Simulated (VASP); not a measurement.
# MnO (Fm-3m) in VASP: a series of runs, part 2 of 2

VASP 6.6.1. Earlier steps stand in the parts before.

## (3) Single point, r2SCAN+U, collinear spin, ferromagnetic start

Input file INCAR:

```
PREC = Accurate ; ENCUT = 520
EDIFF = 1E-6 ; ISMEAR = 0
SIGMA = 0.05 ; LREAL = False
LASPH = True ; NELM = 120
ALGO = Normal ; ISIF = 2
LWAVE = False ; LCHARG = False
ISPIN = 2 ; MAGMOM = 4 0
LORBIT = 11 ; LMAXMIX = 4
LDAU = True ; LDAUTYPE = 2
LDAUL = 2 -1 ; LDAUU = 6 0
LDAUJ = 0 0 ; LDAUPRINT = 1
METAGGA = R2SCAN ; LMIXTAU = True
```

Input file KPOINTS:

```
Automatic mesh
0
Gamma
  7 7 7
```

Input file POSCAR:

```
MnO
1.0
    0.0000000000      2.2220003300      2.2220003300
    2.2220003300      0.0000000000      2.2220003300
    2.2220003300      2.2220003300      0.0000000000
Mn O
1 1
Direct
    0.0000000000      0.0000000000      0.0000000000
    0.5000000000      0.5000000000      0.5000000000
```

Potentials or basis: VASP PAW PBE potentials, release 64 (Mn_pv, O).

Run with:

```sh
$ cat potpaw_PBE.64/Mn_pv/POTCAR potpaw_PBE.64/O/POTCAR > POTCAR
$ mpirun -np 1 vasp_std > vasp.out
```

OUTCAR:

```text
PREC = Accurate
   ENCUT = 520
   EDIFF = 1E-6
   ISMEAR = 0
   LREAL = False
   LASPH = True
   NELM = 120
   ISIF = 2
   ISPIN = 2
   LORBIT = 11
   METAGGA = R2SCAN

 ion  position               nearest neighbor table
   1  0.000  0.000  0.000-   2 2.22   2 2.22   2 2.22   2 2.22   2 2.22   2 2.22
   2  0.500  0.500  0.500-   1 2.22   1 2.22   1 2.22   1 2.22   1 2.22   1 2.22

  LATTYP: Found a face centered cubic cell.
 ALAT       =     4.4440006600

  Lattice vectors:

 A1 = (   0.0000000000,   2.2220003300,   2.2220003300)
 A2 = (   2.2220003300,   0.0000000000,   2.2220003300)
 A3 = (   2.2220003300,   2.2220003300,   0.0000000000)

Analysis of symmetry for initial positions (statically):
=====================================================================
 Subroutine PRICEL returns:
 Original cell was already a primitive cell.

 Routine SETGRP: Setting up the symmetry group for a
 face centered cubic supercell.

[... 949 lines left out ...]
     10      13.4367      0.00000
     11      13.9764      0.00000
     12      14.1449      0.00000
     13      17.6538      0.00000
     14      18.5087      0.00000
     15      18.5857      0.00000

------------------------ aborting loop because EDIFF is reached ----------------------------------------

  FORCE on cell =-STRESS in cart. coord.  units (eV):
  Direction    XX          YY          ZZ          XY          YZ          ZX
  --------------------------------------------------------------------------------------
  -------------------------------------------------------------------------------------
  Total        0.6534475      0.6534475      0.6534475      0.0000000      0.0000000     -0.0000000
  in kB       47.7154365     47.7154365     47.7154365      0.0000000      0.0000000     -0.0000000
  external PRESSURE =      47.7154365 kB  Pullay stress =       0.0000000 kB

 VOLUME and BASIS-vectors are now :
 -----------------------------------------------------------------------------
  energy-cutoff  :      520.00
  volume of cell :       21.94
      direct lattice vectors                 reciprocal lattice vectors
     0.000000000  2.222000330  2.222000330    -0.225022469  0.225022469  0.225022469
     2.222000330  0.000000000  2.222000330     0.225022469 -0.225022469  0.225022469
     2.222000330  2.222000330  0.000000000     0.225022469  0.225022469 -0.225022469

 POSITION                                       TOTAL-FORCE (eV/Angst)
 -----------------------------------------------------------------------------------
      0.00000      0.00000      0.00000        -0.000000      0.000000      0.000000
      2.22200      2.22200      2.22200         0.000000      0.000000     -0.000000
 -----------------------------------------------------------------------------------
    total drift:                                0.000000     -0.000000     -0.000000

  FREE ENERGIE OF THE ION-ELECTRON SYSTEM (eV)
  ---------------------------------------------------
  free  energy   TOTEN  =       -23.3199723947 eV

  energy  without entropy=      -23.3199723947  energy(sigma->0) =      -23.31997239

 total charge

# of ion       s       p       d       tot
------------------------------------------
    1        0.210   6.176   4.960  11.347
    2        1.555   3.502   0.000   5.057
--------------------------------------------------
tot          1.766   9.678   4.960  16.404

 magnetization (x)

# of ion       s       p       d       tot
------------------------------------------
    1        0.028   0.024   4.657   4.710
    2        0.021   0.095   0.000   0.117
--------------------------------------------------
tot          0.050   0.120   4.657   4.826
```

OSZICAR:

```text
N       E                     dE             d eps       ncg     rms          rms(c)
DAV:   1     0.158859467934E+03    0.15886E+03   -0.11498E+04  1200   0.152E+03
DAV:   2    -0.186312276299E+02   -0.17749E+03   -0.16785E+03  1284   0.400E+02
DAV:   3    -0.265633270774E+02   -0.79321E+01   -0.79002E+01  1347   0.946E+01
DAV:   4    -0.266327737769E+02   -0.69447E-01   -0.69436E-01  1382   0.917E+00
DAV:   5    -0.266337390027E+02   -0.96523E-03   -0.96522E-03  1375   0.106E+00    0.145E+01
DAV:   6    -0.222692233854E+02    0.43645E+01   -0.16310E+01  1268   0.529E+01    0.172E+01
DAV:   7    -0.230470381577E+02   -0.77781E+00   -0.20981E+00  1200   0.183E+01    0.106E+01
DAV:   8    -0.232868153356E+02   -0.23978E+00   -0.41514E-01  1200   0.723E+00    0.648E+00
DAV:   9    -0.233265718716E+02   -0.39757E-01   -0.87034E-02  1207   0.496E+00    0.829E-01
DAV:  10    -0.233189712537E+02    0.76006E-02   -0.47900E-02  1265   0.267E+00    0.226E-01
DAV:  11    -0.233198131660E+02   -0.84191E-03   -0.46174E-03  1250   0.838E-01    0.142E-01
DAV:  12    -0.233198893513E+02   -0.76185E-04   -0.29068E-04  1214   0.184E-01    0.714E-02
DAV:  13    -0.233200016356E+02   -0.11228E-03   -0.35979E-04  1221   0.182E-01    0.444E-02
DAV:  14    -0.233199962238E+02    0.54118E-05   -0.14585E-05  1263   0.514E-02    0.334E-02
DAV:  15    -0.233199688953E+02    0.27329E-04   -0.26416E-05  1221   0.526E-02    0.907E-03
DAV:  16    -0.233199715843E+02   -0.26890E-05   -0.33248E-06  1144   0.191E-02    0.182E-03
DAV:  17    -0.233199723947E+02   -0.81044E-06   -0.13372E-07   600   0.431E-03
   1 F= -.23319972E+02 E0= -.23319972E+02  d E =-.659045E-15  mag=     5.0000
```

stdout:

```text
POSCAR found type information on POSCAR MnO
 POSCAR found :  2 types and       2 ions
 scaLAPACK will be used
 -----------------------------------------------------------------------------
|                                                                             |
|                                                                             |
|     You enforced a specific xc type in the INCAR file but a different       |
|     I HOPE YOU KNOW WHAT YOU ARE DOING!                                     |
|                                                                             |
 -----------------------------------------------------------------------------

 LDA part: xc-table for (None), standard interpolation
 POSCAR, INCAR and KPOINTS ok, starting setup
 FFT: planning ... GRIDC
 FFT: planning ... GRID_SOFT
 FFT: planning ... GRID
 WAVECAR not read
 entering main loop
```

It took 30 s on 1 thread of Intel Xeon Platinum 8559C (Emerald Rapids), shared host; peak memory 0.16 GiB.

What came out:

```yaml
Free_energy: -23.3200 eV
Pressure: 4.8 GPa
Band_gap_on_the_k_mesh: 1.33 eV, indirect (least direct gap 3.24 eV)
Net_moment: 5.00 μB per cell
Site_moments: Mn +4.71; O +0.12 μB
Valence_electrons_inside_the_program's_atomic_spheres: Mn 11.35; O 5.06
```

Levels at points of the mesh, in eV from the valence-band top:
Spin up:
```csv
k point,band 10,band 11,band 12,band 13,band 14,band 15
"(0.00, 0.00, 0.00)",-2.22,-2.22,-2.22,1.33,16.03,17.32
```
Spin down:
```tsv
k point	band 4	band 5	band 6	band 7	band 8	band 9	band 10	band 11
(0.00, 0.00, 0.00)	-19.36	-1.91	-1.91	-1.91	3.02	5.77	5.77	5.77
```

Eigenvalues of the final occupation matrices:
| site | spin | trace | eigenvalues |
| --- | --- | --- | --- |
| site 1 d | 1 | 4.82 | 0.95 0.95 0.95 0.99 0.99 |
| site 1 d | 2 | 0.16 | 0.01 0.01 0.01 0.06 0.06 |

Caveat: the PAW data sets were made with another functional, which shifts forces and pressure a little; an odd mesh through Γ misses points on the zone boundary, where band edges often lie; a cell with one magnetic atom can't hold antiferromagnetic order, which such compounds often take.

## (4) Single point, r2SCAN+U, collinear spin, antiferromagnetic start

Input file INCAR:

```
SYSTEM = MnO
ALGO = Normal
EDIFF = 1E-6
ENCUT = 520
ISIF = 2
ISMEAR = 0
ISPIN = 2
LASPH = .TRUE.
LCHARG = .FALSE.
LDAU = .TRUE.
LDAUJ = 0 0
LDAUL = 2 -1
LDAUPRINT = 1
LDAUTYPE = 2
LDAUU = 6 0
LMAXMIX = 4
LMIXTAU = .TRUE.
LORBIT = 11
LREAL = .FALSE.
LWAVE = .FALSE.
MAGMOM = 4 -4 0 0
METAGGA = R2SCAN
NBANDS = 31
NELM = 150
PREC = Accurate
SIGMA = 0.05
```

Input file KPOINTS:

```
k-points
0
G
  7 7 7
  0 0 0
```

Input file POSCAR:

```
MnO
1.0
    2.2220003300      2.2220003300      4.4440006600
    2.2220003300     -2.2220003300      0.0000000000
    2.2220003300      2.2220003300      0.0000000000
Mn O
2 2
Direct
    0.0000000000      0.0000000000      0.0000000000
    0.5000000000      0.5000000000      0.0000000000
    0.5000000000      0.0000000000      0.5000000000
    0.0000000000      0.5000000000      0.5000000000
```

Potentials or basis: VASP PAW PBE potentials, release 64 (Mn_pv, O).

Run with:

```sh
$ cat potpaw_PBE.64/Mn_pv/POTCAR potpaw_PBE.64/O/POTCAR > POTCAR
$ mpirun -np 1 vasp_std > vasp.out
```

OUTCAR:

```text
SYSTEM = MnO
   EDIFF = 1E-6
   ENCUT = 520
   ISIF = 2
   ISMEAR = 0
   ISPIN = 2
   LASPH = .TRUE.
   LORBIT = 11
   LREAL = .FALSE.
   METAGGA = R2SCAN
   NELM = 150
   PREC = Accurate

 ion  position               nearest neighbor table
   1  0.000  0.000  0.000-   4 2.22   3 2.22   4 2.22   4 2.22   4 2.22   3 2.22   2 3.14   2 3.14
                             2 3.14   2 3.14   2 3.14   2 3.14   2 3.14   2 3.14
   2  0.500  0.500  0.000-   3 2.22   3 2.22   4 2.22   3 2.22   3 2.22   4 2.22   1 3.14   1 3.14
                             1 3.14   1 3.14   1 3.14   1 3.14   1 3.14   1 3.14
   3  0.500  0.000  0.500-   2 2.22   1 2.22   2 2.22   2 2.22   2 2.22   1 2.22
   4  0.000  0.500  0.500-   1 2.22   1 2.22   2 2.22   1 2.22   1 2.22   2 2.22

  LATTYP: Found a simple tetragonal cell.
 ALAT       =     3.1423830023
[... 1974 lines left out ...]
     2.222000330  2.222000330  0.000000000     0.225022469  0.225022469 -0.225022469

 POSITION                                       TOTAL-FORCE (eV/Angst)
 -----------------------------------------------------------------------------------
      0.00000      0.00000      0.00000         0.000000     -0.000000      0.000000
      2.22200      0.00000      2.22200        -0.000000      0.000000      0.000000
      2.22200      2.22200      2.22200         0.000000     -0.000000     -0.000000
      2.22200      0.00000      0.00000        -0.000000     -0.000000     -0.000000
 -----------------------------------------------------------------------------------
    total drift:                               -0.000000     -0.000000     -0.000000

  FREE ENERGIE OF THE ION-ELECTRON SYSTEM (eV)
  ---------------------------------------------------
  free  energy   TOTEN  =       -46.6821863791 eV

  energy  without entropy=      -46.6821863791  energy(sigma->0) =      -46.68218638

 total charge

# of ion       s       p       d       tot
------------------------------------------
    1        0.211   6.177   4.953  11.342
    2        0.211   6.177   4.953  11.342
    3        1.555   3.502   0.000   5.057
    4        1.555   3.502   0.000   5.057
--------------------------------------------------
tot          3.533  19.358   9.907  32.797

 magnetization (x)

# of ion       s       p       d       tot
------------------------------------------
    1        0.030   0.031   4.652   4.713
    2       -0.030  -0.031  -4.652  -4.713
    3       -0.007  -0.033   0.000  -0.041
    4        0.007   0.033   0.000   0.041
--------------------------------------------------
tot         -0.000   0.000   0.000  -0.000
```

It took 2.8 min on 1 thread of Intel Xeon 6975P-C (Granite Rapids), shared host; peak memory 0.22 GiB.

The run converged, but a check on its numbers failed (symmetry, net force, bounds or a known fault of this set-up), so they aren't taken as properties of the crystal.

Caveat: the result breaks the symmetry of the cell; the PAW data sets were made with another functional, which shifts forces and pressure a little; an odd mesh through Γ misses points on the zone boundary, where band edges often lie.

## (5) Single point, r2SCAN+U, collinear spin, zero start

Input file INCAR:

```
ALGO = Normal
EDIFF = 1E-6
ENCUT = 520
ISIF = 2
ISMEAR = 0
ISPIN = 2
LASPH = True
LCHARG = True
LDAU = True
LDAUJ = 0 0
LDAUL = 2 -1
LDAUPRINT = 1
LDAUTYPE = 2
LDAUU = 6 0
LELF = True
LMAXMIX = 4
LMIXTAU = True
LORBIT = 11
LREAL = False
LVHAR = True
LWAVE = False
MAGMOM = 0 0
METAGGA = R2SCAN
NELM = 150
PREC = Accurate
SIGMA = 0.05
```

Input file KPOINTS:

```
k-points
0
Gamma
  7 7 7
```

Input file POSCAR:

```
MnO
1.0
    0.0000000000      2.2220003300      2.2220003300
    2.2220003300      0.0000000000      2.2220003300
    2.2220003300      2.2220003300      0.0000000000
Mn O
1 1
Direct
    0.0000000000      0.0000000000      0.0000000000
    0.5000000000      0.5000000000      0.5000000000
```

Run with:

```sh
$ cat potpaw_PBE.64/Mn_pv/POTCAR potpaw_PBE.64/O/POTCAR > POTCAR
$ mpirun -np 1 vasp_std > vasp.out
```

It took 25 s on 1 thread of Intel Xeon 6975P-C (Granite Rapids), shared host; peak memory 0.15 GiB.

Results (log left out):

* Free energy: -17.8066 eV
* Pressure: -27.0 GPa
* Band gap on the k mesh: none (metal or under the smearing width)
* Net moment: 1.00 μB per cell
* Site moments: Mn +1.00; O +0.03 μB
* Valence electrons inside the program's atomic spheres: Mn 11.34; O 5.01

Levels at points of the mesh, in eV from the Fermi level:
Spin up:
```
           k point  band 6  band 7  band 8  band 9  band 10  band 11  band 12  band 13
(0.00, 0.00, 0.00)   -4.47   -4.47   -3.22   -3.22    -3.22     1.21     2.39     2.39
```
Spin down:
```tsv
k point	band 5	band 6	band 7	band 8	band 9	band 10	band 11	band 12	band 13
(0.00, 0.00, 0.00)	-3.15	-3.15	-3.15	-1.15	-1.15	-1.15	1.37	2.87	2.87
```

Eigenvalues of the final occupation matrices:
| site | spin | trace | eigenvalues |
| --- | --- | --- | --- |
| site 1 d | 1 | 3.01 | 0.08 0.08 0.95 0.95 0.95 |
| site 1 d | 2 | 2.01 | 0.08 0.08 0.62 0.62 0.62 |

Caveat: the PAW data sets were made with another functional, which shifts forces and pressure a little; a cell with one magnetic atom can't hold antiferromagnetic order, which such compounds often take.

## (6) Single point, r2SCAN+U, collinear spin, random start

Input file INCAR:

```
SYSTEM = MnO
PREC = Accurate
ENCUT = 520
EDIFF = 1E-7
ISMEAR = 0
SIGMA = 0.05
LREAL = .False.
LASPH = .True.
NELM = 120
ALGO = Normal
ISIF = 2
LWAVE = .False.
LCHARG = .True.
ISPIN = 2
MAGMOM = 4.47 0
LORBIT = 11
LMAXMIX = 4
LDAU = .True.
LDAUTYPE = 2
LDAUL = 2 -1
LDAUU = 6 0
LDAUJ = 0 0
LDAUPRINT = 1
METAGGA = R2SCAN
LMIXTAU = .True.
LELF = .True.
LVHAR = .True.
```

Input file KPOINTS:

```
regular mesh
0
Gamma
  7 7 7
  0 0 0
```

POSCAR is that of step 5.

Potentials or basis: VASP PAW PBE potentials, release 64 (Mn_pv, O).

Run with:

```sh
$ cat potpaw_PBE.64/Mn_pv/POTCAR potpaw_PBE.64/O/POTCAR > POTCAR
$ mpirun -np 1 vasp_std > vasp.out
```

Wall time 24 s (1 thread of Intel Xeon 6975P-C (Granite Rapids), shared host); peak memory 0.15 GiB.

The run converged. Its results:

```
Free energy                                           : -23.3200 eV
Pressure                                              : 4.8 GPa
Band gap on the k mesh                                : 1.33 eV, indirect (least direct gap 3.24 eV)
Net moment                                            : 5.00 μB per cell
Site moments                                          : Mn +4.71; O +0.12 μB
Valence electrons inside the program's atomic spheres : Mn 11.35; O 5.06
```

Levels at points of the mesh, in eV from the valence-band top:
Spin up:
| k point | band 8 | band 9 | band 10 | band 11 | band 12 | band 13 | band 14 | band 15 |
| --- | --- | --- | --- | --- | --- | --- | --- | --- |
| (0.00, 0.00, 0.00) | -4.54 | -4.54 | -2.22 | -2.22 | -2.22 | 1.33 | 16.03 | 17.32 |
Spin down:
```
           k point  band 3  band 4  band 5  band 6  band 7  band 8  band 9  band 10  band 11  band 12
(0.00, 0.00, 0.00)  -44.69  -19.36   -1.91   -1.91   -1.91    3.02    5.77     5.77     5.77     6.53
```

Eigenvalues of the final occupation matrices:
| site | spin | trace | eigenvalues |
| --- | --- | --- | --- |
| site 1 d | 1 | 4.82 | 0.95 0.95 0.95 0.99 0.99 |
| site 1 d | 2 | 0.16 | 0.01 0.01 0.01 0.06 0.06 |

Caveat: the PAW data sets were made with another functional, which shifts forces and pressure a little; an odd mesh through Γ misses points on the zone boundary, where band edges often lie; a cell with one magnetic atom can't hold antiferromagnetic order, which such compounds often take.

## (7) Overview

| spin | further INCAR settings | gap on the mesh (eV) | pressure (GPa) | moment (μB) |
| --- | --- | --- | --- | --- |
| collinear, ferromagnetic start | ALGO = Normal; EDIFF = 1e-06 | 1.33 | 4.8 | 5.00 |
| collinear, zero start | ALGO = Normal; EDIFF = 1e-06 | none | -27.0 | 1.00 |
| collinear, random start | ALGO = Normal; EDIFF = 1e-07 | 1.33 | 4.8 | 5.00 |

Alike in all rows: task single point; level r2SCAN+U; potentials or basis VASP PAW PBE potentials, release 64 (Mn_pv, O); Mn d U = 6 eV; cell as given; k mesh 7 × 7 × 7; cutoff (eV) 520; smearing gaussian 0.05 eV.

On the cell as given the gap runs from zero (r2SCAN+U) to 1.33 eV (r2SCAN+U).

Caveats: the PAW data sets were made with another functional, which shifts forces and pressure a little; a cell with one magnetic atom can't hold antiferromagnetic order, which such compounds often take; an odd mesh through Γ misses points on the zone boundary, where band edges often lie (some runs).

Total energies depend on the potentials used, so only differences within one code and one set of settings carry meaning.
